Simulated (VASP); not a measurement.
# Ru in VASP: further runs

One slab, Ru, is run at these levels: RPBE; tasks: relaxation of the atoms, single point.

All numbers are computed with VASP 6.6.1; they aren't measurements. Logs are shortened: lines on timing, memory, paths and dates and some standing lists are left out, and cuts for length are marked.

## Step 1: Starting point

The cell holds a slab with vacuum, 9 atoms: a = 4.731 Å, b = 4.731 Å, c = 21.320 Å, α = 90.00°, β = 90.00°, γ = 120.00°.

The slab is cut from a database's or a generator's crystal, which needn't be the stable form of the element.

## Step 2: Relaxation of the atoms, RPBE

The input, INCAR:

```
PREC = Normal
ENCUT = 450
EDIFF = 1E-6
ISMEAR = 1
SIGMA = 0.1
LREAL = Auto
LASPH = True
NELM = 80
ALGO = Normal
ISIF = 2
LWAVE = False
LCHARG = False
LDIPOL = True
IDIPOL = 3
DIPOL = 0.5 0.5 0.500
GGA = RP
IBRION = 2
NSW = 90
EDIFFG = -0.03
KPAR = 4
```

The input, KPOINTS:

```
regular mesh
0
Gamma
  6 6 1
```

The input, POSCAR:

```
Ru
1.0
    4.7305780000      0.0000000000      0.0000000000
   -2.3652890000      4.0968000000      0.0000000000
    0.0000000000      0.0000000000     21.3200290000
Ru
9
Selective dynamics
Direct
    0.3333330000      0.3333330000      0.3986861400  F F F
    0.6666663300      0.9999996700      0.3986861400  F F F
    0.9999996700      0.6666663300      0.3986861400  F F F
    0.6666670000      0.6666670000      0.5000000000  T T T
    0.0000003300      0.3333336700      0.5000000000  T T T
    0.3333336700      0.0000003300      0.5000000000  T T T
    0.3333330000      0.3333330000      0.6013138600  T T T
    0.6666663300      0.9999996700      0.6013138600  T T T
    0.9999996700      0.6666663300      0.6013138600  T T T
```

Potentials or basis: VASP PAW PBE potentials, release 64 (Ru_pv).

Command:

```bash
$ cat potpaw_PBE.64/Ru_pv/POTCAR > POTCAR
$ mpirun -np 4 vasp_std > vasp.out
```

OUTCAR:

```text
PREC = Normal
   ENCUT = 450
   EDIFF = 1E-6
   ISMEAR = 1
   LREAL = Auto
   LASPH = True
   NELM = 80
   ISIF = 2
   GGA = RP
   IBRION = 2
   NSW = 90
   EDIFFG = -0.03

 ion  position               nearest neighbor table
   1  0.333  0.333  0.399-   6 2.67   5 2.67   4 2.67   2 2.73   3 2.73   2 2.73   3 2.73   3 2.73
                             2 2.73
   2  0.667  1.000  0.399-   4 2.67   6 2.67   5 2.67   3 2.73   1 2.73   3 2.73   1 2.73   1 2.73
                             3 2.73
   3  1.000  0.667  0.399-   5 2.67   4 2.67   6 2.67   2 2.73   1 2.73   2 2.73   1 2.73   1 2.73
                             2 2.73
   4  0.667  0.667  0.500-   2 2.67   8 2.67   3 2.67   9 2.67   1 2.67   7 2.67   6 2.73   5 2.73
                             5 2.73   6 2.73   5 2.73   6 2.73
   5  0.000  0.333  0.500-   3 2.67   9 2.67   7 2.67   1 2.67   8 2.67   2 2.67   6 2.73   4 2.73
                             6 2.73   4 2.73   4 2.73   6 2.73
   6  0.333  0.000  0.500-   1 2.67   7 2.67   2 2.67   8 2.67   3 2.67   9 2.67   5 2.73   4 2.73
                             5 2.73   4 2.73   4 2.73   5 2.73
   7  0.333  0.333  0.601-   6 2.67   5 2.67   4 2.67   8 2.73   9 2.73   9 2.73   8 2.73   9 2.73
                             8 2.73
   8  0.667  1.000  0.601-   4 2.67   6 2.67   5 2.67   9 2.73   7 2.73   9 2.73   7 2.73   7 2.73
                             9 2.73
   9  1.000  0.667  0.601-   5 2.67   4 2.67   6 2.67   8 2.73   7 2.73   8 2.73   7 2.73   7 2.73
[... 8 lines left out ...]
 A1 = (   4.7305780000,   0.0000000000,   0.0000000000)
 A2 = (  -2.3652890000,   4.0968000000,   0.0000000000)
 A3 = (   0.0000000000,   0.0000000000,  21.3200290000)

Analysis of symmetry for initial positions (statically):
=====================================================================
 Subroutine PRICEL returns following result:

  LATTYP: Found a hexagonal cell.
 ALAT       =     2.7312003340
 C/A-ratio  =     7.8061022235
[... 12 lines left out ...]
 Subroutine GETGRP returns: Found 12 space group operations
 (whereof 12 operations were pure point group operations)
 out of a pool of 24 trial point group operations.

The static configuration has the point symmetry D_3h.

Analysis of symmetry for dynamics (positions and initial velocities):
=====================================================================
 Subroutine PRICEL returns following result:

  LATTYP: Found a hexagonal cell.
 ALAT       =     2.7312003340
 C/A-ratio  =     7.8061022235
[... 12 lines left out ...]
 Subroutine GETGRP returns: Found 12 space group operations
 (whereof 12 operations were pure point group operations)
 out of a pool of 24 trial point group operations.

The dynamic configuration has the point symmetry D_3h.

Analysis of constrained symmetry for selective dynamics:
=====================================================================
 Subroutine PRICEL returns following result:

  LATTYP: Found a hexagonal cell.
 ALAT       =     2.7312003340
 C/A-ratio  =     7.8061022235
[... 12 lines left out ...]
 Subroutine GETGRP returns: Found  6 space group operations
 (whereof  6 operations were pure point group operations)
 out of a pool of 24 trial point group operations.

The constrained configuration has the point symmetry C_3v.

 Subroutine INISYM returns: Found  6 space group operations
 (whereof  6 operations are pure point group operations),
 and found     3 'primitive' translations

----------------------------------------------------------------------------------------

                                     Primitive cell

  volume of cell :     137.7290

  direct lattice vectors                    reciprocal lattice vectors
    -2.365288953 -1.365600027  0.000000000    -0.211390659 -0.366139426  0.000000000
     2.365288976 -1.365599986  0.000000000     0.211390665 -0.366139422  0.000000000
     0.000000000  0.000000000 21.320029000     0.000000000  0.000000000  0.046904251

  length of vectors
     2.731200334  2.731200334 21.320029000     0.422781374  0.422781374  0.046904251

  position of ions in fractional coordinates (direct lattice)
     0.333334000  0.666667010  0.398686140
     0.666666000  0.333332990  0.500000000
     0.333334000  0.666667010  0.601313860

  ion indices of the primitive-cell ions
   primitive index   ion index
                 1           1
                 2           5
                 3           7

[... 20 lines left out ...]

 Subroutine IBZKPT returns following result:
 ===========================================

 Found      7 irreducible k-points:

 Following reciprocal coordinates:
            Coordinates               Weight
  0.000000  0.000000  0.000000      1.000000
  0.166667  0.000000  0.000000      6.000000
  0.333333  0.000000  0.000000      6.000000
  0.500000  0.000000  0.000000      3.000000
  0.166667  0.166667  0.000000      6.000000
  0.333333  0.166667  0.000000     12.000000
  0.333333  0.333333  0.000000      2.000000
   k-points           NKPTS =      7   k-points in BZ     NKDIM =      7   number of bands    NBANDS=     75
   number of dos      NEDOS =    301   number of ions     NIONS =      9
   total plane-waves  NPLWV =  87808
   dimension x,y,z NGX =    28 NGY =   28 NGZ =  112
   dimension x,y,z NGXF=    56 NGYF=   56 NGZF=  224
   ions per type =               9
   NGX,Y,Z   is equivalent  to a cutoff of   9.84,  9.84,  8.73 a.u.
   NGXF,Y,Z  is equivalent  to a cutoff of  19.68, 19.68, 17.47 a.u.
 SYSTEM =  unknown system
   PREC   = normal    normal or accurate (medium, high low for compatibility)
   ISTART =      0    job   : 0-new  1-cont  2-samecut
   ICHARG =      2    charge: 1-file 2-atom 10-const
   ISPIN  =      1    spin polarized calculation?
   LNONCOLLINEAR =      F non collinear calculations
   LSORBIT =      F    spin-orbit coupling
   LASPH  =      T    aspherical Exc in radial PAW
   ENCUT  =  450.0 eV  33.07 Ry    5.75 a.u.   8.18  8.18 36.88*2*pi/ulx,y,z
   NELM   =     80;   NELMIN=  2; NELMDL= -5     # of ELM steps
   EDIFF  = 0.1E-05   stopping-criterion for ELM
   LREAL  =      T    real-space projection
   EDIFFG = -.3E-01   stopping-criterion for IOM
   NSW    =     90    number of steps for IOM
   IBRION =      2    ionic relax: 0-MD 1-quasi-New 2-CG
   NFREE  =      1    steps in history (QN), initial steepest desc. (CG)
   ISIF   =      2    stress and relaxation
   ISYM   =      2    0-nonsym 1-usesym 2-fastsym
   POTIM  = 0.5000    time-step for ionic-motion
   TEBEG  =    0.0;   TEEND  =   0.0 temperature during run
   PSTRESS=    0.0 pullay stress
   NELECT =     126.0000    total number of electrons
   NUPDOWN=      -1.0000    fix difference up-down
   EMIN   =  10.00;   EMAX   =-10.00  energy-range for DOS
   EFERMI =   0.00;   METHOD = LEGACY
   ISMEAR =     1;   SIGMA  =   0.10  broadening in eV -4-tet -1-fermi 0-gaus
   EFERMI_NEDOS =   21; number of points for ismear=-14 and -15
   IALGO  =     38    algorithm
   IMIX   =      4    mixing-type and parameters
     AMIX     =   0.40;   BMIX     =  1.00
     AMIX_MAG =   1.60;   BMIX_MAG =  1.00
  volume/ion in A,a.u.               =      45.91       309.81
  Fermi-wavevector in a.u.,A,eV,Ry     =   1.101918  2.082324 16.520522  1.214224
  Thomas-Fermi vector in A             =   2.238353
   LORBIT       =      0    0 simple, 1 ext, 2 COOP (PROOUT), +10 PAW based schemes
   GGA     = RP    functional components
   LHFCALC =     F    Hartree Fock is set to
   AEXX    =    0.0000 exact exchange contribution
   IVDW    =     0    specifies the selected vdW correction
   LEPSILON=     F    determine dielectric tensor
   LRPA    =     F    only Hartree local field effects (RPA)
 conjugate gradient relaxation of ions
 non-spin polarized calculation
 Methfessel and Paxton  Order N= 1 SIGMA  =   0.10
  energy-cutoff  :      450.00
  volume of cell :      413.19
 maximum number of plane-waves:      8986
   NGX = 17   NGY = 17   NGZ = 73

--------------------------------------- Ionic step        1  -------------------------------------------

 number of electron     125.9999992 magnetization

 Free energy of the ion-electron system (eV)
  ---------------------------------------------------
  ext. energy  EPLUGINS =         0.00000000
  ---------------------------------------------------
  free energy    TOTEN  =       -71.43405251 eV

  energy without entropy =      -71.43943706  energy(sigma->0) =      -71.43584736

------------------------ aborting loop because EDIFF is reached ----------------------------------------

  FORCE on cell =-STRESS in cart. coord.  units (eV):
  Direction    XX          YY          ZZ          XY          YZ          ZX
  --------------------------------------------------------------------------------------
  -------------------------------------------------------------------------------------
  Total       -9.8114676     -9.8114641    -12.5372948      0.0000000      0.0000000      0.0000000
  in kB      -38.0450180    -38.0450046    -48.6147053      0.0000000      0.0000000      0.0000000
  external PRESSURE =     -41.5682426 kB  Pullay stress =       0.0000000 kB
[... 239 lines left out ...]
  FREE ENERGIE OF THE ION-ELECTRON SYSTEM (eV)
  ---------------------------------------------------
  free  energy   TOTEN  =       -71.6695116915 eV

  energy  without entropy=      -71.6618084049  energy(sigma->0) =      -71.66694393

 dipolmoment           0.000000      0.000000      0.003710 electrons x Angstroem

--------------------------------------- Ionic step        7  -------------------------------------------

 number of electron     125.9999972 magnetization

 dipolmoment           0.000000      0.000000     -0.000585 electrons x Angstroem

 Free energy of the ion-electron system (eV)
  ---------------------------------------------------
  ext. energy  EPLUGINS =         0.00000000
  ---------------------------------------------------
  free energy    TOTEN  =       -71.67097566 eV

  energy without entropy =      -71.66160890  energy(sigma->0) =      -71.66785340

 E-fermi :   0.5480     XC(G=0):  -5.1166

 val. band max:        0.5423242918   @ k =   0.1667   0.0000   0.0000
 cond. band min:       0.5516871375   @ k =   0.3333   0.0000   0.0000
 fundamental gap:      0.0093628458
 Fermi energy:         0.5480417595

 k-point     1 :       0.0000    0.0000    0.0000
  band No.  band energies     occupation
      1     -43.1518      2.00000
      2     -43.0568      2.00000
      3     -43.0568      2.00000
      4     -42.9949      2.00000
      5     -42.9949      2.00000
      6     -42.9348      2.00000
[... 535 lines left out ...]
     74       1.6278     -0.00000
     75       1.6278     -0.00000

------------------------ aborting loop because EDIFF is reached ----------------------------------------

 vacuum level on the upper side and lower side of the slab       (xc-potential included)        -0.086        -0.094

  FORCE on cell =-STRESS in cart. coord.  units (eV):
  Direction    XX          YY          ZZ          XY          YZ          ZX
  --------------------------------------------------------------------------------------
  -------------------------------------------------------------------------------------
  Total       -6.7936892     -6.7936868      0.1005365      0.0000000      0.0000000     -0.0000000
  in kB      -26.3432588    -26.3432495      0.3898410      0.0000000      0.0000000     -0.0000000
  external PRESSURE =     -17.4322224 kB  Pullay stress =       0.0000000 kB
[... 24 lines left out ...]
  FREE ENERGIE OF THE ION-ELECTRON SYSTEM (eV)
  ---------------------------------------------------
  free  energy   TOTEN  =       -71.6709756555 eV

  energy  without entropy=      -71.6616089027  energy(sigma->0) =      -71.66785340

 reached required accuracy - stopping structural energy minimisation

 vacuum level on the upper side and lower side of the slab         5.235         5.229
```

Wall time 2.8 min (4 MPI ranks of Intel Xeon Platinum 8559C (Emerald Rapids), shared host); peak memory 0.35 GiB.

What came out:

```yaml
Free_energy: -71.6710 eV
Energy_gained_by_relaxing: 26.3 meV/atom
Ionic_steps: 7
Band_gap_on_the_k_mesh: none (metal or under the smearing width)
```

Step by step:
```
step  energy change (eV)  largest force (eV/Å)  pressure (GPa)
   1              0.0000                0.9435           -4.16
   2             -0.0998                0.8443           -3.50
   3             -0.1373                0.7785           -2.85
   4             -0.2117                0.4142           -2.37
   5             -0.2329                0.1460           -2.13
   6             -0.2355                0.1109           -1.98
   7             -0.2369                0.0293           -1.74
```

Final structure:
```
CELL_PARAMETERS angstrom
4.73058 0.00000 0.00000
-2.36529 4.09680 0.00000
0.00000 0.00000 21.32003
ATOMIC_POSITIONS crystal
Ru 0.33333 0.33333 0.39869
Ru 0.66667 0.00000 0.39869
Ru 0.00000 0.66667 0.39869
Ru 0.66667 0.66667 0.49618
Ru 0.00000 0.33333 0.49618
Ru 0.33333 0.00000 0.49618
Ru 0.33333 0.33333 0.59367
Ru 0.66667 0.00000 0.59367
Ru 0.00000 0.66667 0.59367
```

Levels at points of the mesh, in eV from the Fermi level:
| k point | band 61 | band 62 | band 63 | band 64 | band 65 | band 66 |
| --- | --- | --- | --- | --- | --- | --- |
| (0.00, 0.00, 0.00) | -0.75 | -0.75 | -0.33 | 0.48 | 0.48 | 0.49 |
| (0.50, 0.00, 0.00) | -0.14 | 0.10 | 0.10 | 0.37 | 0.37 | 0.47 |

Caveat: the PAW data sets were made with another functional, which shifts forces and pressure a little.

## Step 3: Single point, RPBE

Edit INCAR of step 2 so:

```diff
@@ -16,5 +16,5 @@
 GGA = RP
-IBRION = 2
-NSW = 90
-EDIFFG = -0.03
+LVHAR = True
+LVACPOTAV = True
+ICORELEVEL = 1
 KPAR = 4
```

KPOINTS is that of step 2.

The input, POSCAR:

```
Ru                                      
1.0
    4.7305780000      0.0000000000      0.0000000000
   -2.3652890000      4.0968000000      0.0000000000
    0.0000000000      0.0000000000     21.3200290000
  Ru            
     9
Selective dynamics
Direct
     0.3333330000000032    0.3333330000000032    0.3986861400000024   F   F   F
     0.6666663299999982    0.9999996700000011    0.3986861400000024   F   F   F
     0.9999996700000011    0.6666663299999982    0.3986861400000024   F   F   F
     0.6666669999999968    0.6666669999999968    0.4961785029844079   T   T   T
     0.0000003299999989    0.3333336700000018    0.4961785029844079   T   T   T
     0.3333336700000018    0.0000003299999989    0.4961785029844079   T   T   T
     0.3333330000000032    0.3333330000000032    0.5936723567369374   T   T   T
     0.6666663299999982    0.9999996700000011    0.5936723567369374   T   T   T
     0.9999996700000011    0.6666663299999982    0.5936723567369374   T   T   T
```

Potentials or basis: VASP PAW PBE potentials, release 64 (Ru_pv).

Command:

```bash
$ cat potpaw_PBE.64/Ru_pv/POTCAR > POTCAR
$ mpirun -np 4 vasp_std > vasp.out
```

Wall time 48 s (4 MPI ranks of Intel Xeon Platinum 8559C (Emerald Rapids), shared host); peak memory 0.34 GiB.

The run converged. Its results:

```
Free energy                     : -71.6710 eV
Largest force                   : 0.029 eV/Å
Band gap on the k mesh          : none (metal or under the smearing width)
Work function of the upper face : 4.78 eV
Work function of the lower face : 4.78 eV
```

Forces in eV/Å, atoms in the order of the input:
```
Ru   0.000  0.000 -0.022
Ru   0.000  0.000 -0.022
Ru   0.000  0.000 -0.022
Ru   0.000  0.000 -0.007
Ru   0.000  0.000 -0.007
Ru   0.000  0.000 -0.007
Ru   0.000  0.000  0.029
Ru   0.000  0.000  0.029
Ru   0.000  0.000  0.029
```

Levels at points of the mesh, in eV from the Fermi level:
| k point | band 60 | band 61 | band 62 | band 63 | band 64 | band 65 | band 66 | band 67 |
| --- | --- | --- | --- | --- | --- | --- | --- | --- |
| (0.00, 0.00, 0.00) | -1.01 | -0.75 | -0.75 | -0.33 | 0.48 | 0.48 | 0.49 | 0.49 |
| (0.50, 0.00, 0.00) | -0.68 | -0.14 | 0.10 | 0.10 | 0.37 | 0.37 | 0.47 | 0.58 |

Core levels (eV, on the scale of the bands):
```csv
atom,levels
1 Ru,"1s -21929.5, 2s -3149.8, 2p -2820.4, 3s -551.5, 3p -443.3, 3d -269.3, 4s -72.2"
2 Ru,"1s -21929.5, 2s -3149.8, 2p -2820.4, 3s -551.5, 3p -443.3, 3d -269.3, 4s -72.2"
3 Ru,"1s -21929.5, 2s -3149.8, 2p -2820.4, 3s -551.5, 3p -443.3, 3d -269.3, 4s -72.2"
4 Ru,"1s -21930.1, 2s -3150.5, 2p -2821.1, 3s -552.2, 3p -444.0, 3d -270.0, 4s -72.8"
5 Ru,"1s -21930.1, 2s -3150.5, 2p -2821.1, 3s -552.2, 3p -444.0, 3d -270.0, 4s -72.8"
6 Ru,"1s -21930.1, 2s -3150.5, 2p -2821.1, 3s -552.2, 3p -444.0, 3d -270.0, 4s -72.8"
```

Caveat: the PAW data sets were made with another functional, which shifts forces and pressure a little.
